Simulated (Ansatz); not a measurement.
## GaP films: biaxial stress and wafer bow

Plane-wave DFT in Ansatz, PBE, scalar-relativistic PAW potentials, cutoff 420 eV, no spin-orbit coupling; no spin polarisation. GaP in space group F-43m, strained equally along a and b of the conventional cell, with c and the atoms relaxed within the symmetry (a film with c along the normal). Stress is the in-plane mean, tension positive.

| strain (%) | stress (GPa) | E − E(0) (meV/atom) |
| --- | --- | --- |
| -4.5 | ? | 39.5 |
| -3.0 | -4.50 | 17.1 |
| -1.5 | -2.16 | 4.2 |
| +0.0 | -0.05 | 0.0 |
| +1.5 | 1.87 | 3.6 |
| +3.0 | 3.59 | 14.4 |
| +4.5 | 5.12 | 31.5 |

Fit the stress, get the biaxial modulus and predict the missing row.

A parabola through the given rows is σ = -0.05 + 1.348 ε -0.0445 ε² GPa (ε in %), so M = dσ/dε = 135 GPa at zero. It predicts -7.02 GPa at -4.5 %; the run gave -7.09 GPa. The miss is 0.07 GPa, so the fit holds even one step beyond its range. The negative square term means that the film is stiffer in compression than in tension. The energies check it: E/V = Mε² at small strain, and a cubic fit with V = 20.85 Å³/atom gives M = 135 GPa, in agreement.

How much does a 100 nm film at +0.5 % strain bow a 300 mm Si(001) wafer 775 μm thick?

The fit, without its small constant, gives σ = 0.66 GPa. Stoney's formula, κ = 6σt_f/(M_s t_s²) with M_s = 180.5 GPa for Si(001) (literature), gives |κ| = 3.65×10⁻³ m⁻¹ and a bow κr²/2 = 41.1 μm at r = 150 mm, with the film side concave (tension pulls the edges up). This assumes a single-crystal or fully textured, unrelaxed film at 0 K.

Cost: about 4 core-minutes for the runs cited, on Intel Xeon Platinum 8488C (Sapphire Rapids) (shared hosts).

Compression costs more energy than equal tension at every paired strain, and the in-plane stiffness falls steadily from the compressed to the stretched side. This is the usual anharmonicity of polar covalent bonds: shortening them meets steeply rising repulsion, while stretching weakens the restoring force. Because the film is free to relax along its normal, part of the strain is taken up by bending the tetrahedral bond angles, which is easier than changing the bond lengths alone.

The modulus of 135 GPa lies somewhat below the value implied by the measured elastic constants of GaP, probably because PBE makes the bonds slightly too long and soft. For a given strain, the bow is then likely to be somewhat underestimated as well.

The tensile case shouldn't be read as coherent growth on silicon. GaP has the slightly larger lattice constant, so a lattice-matched film would be compressed and bow the wafer the opposite way. Tension would more plausibly arise from cooling after the misfit has relaxed, since GaP contracts more than silicon.
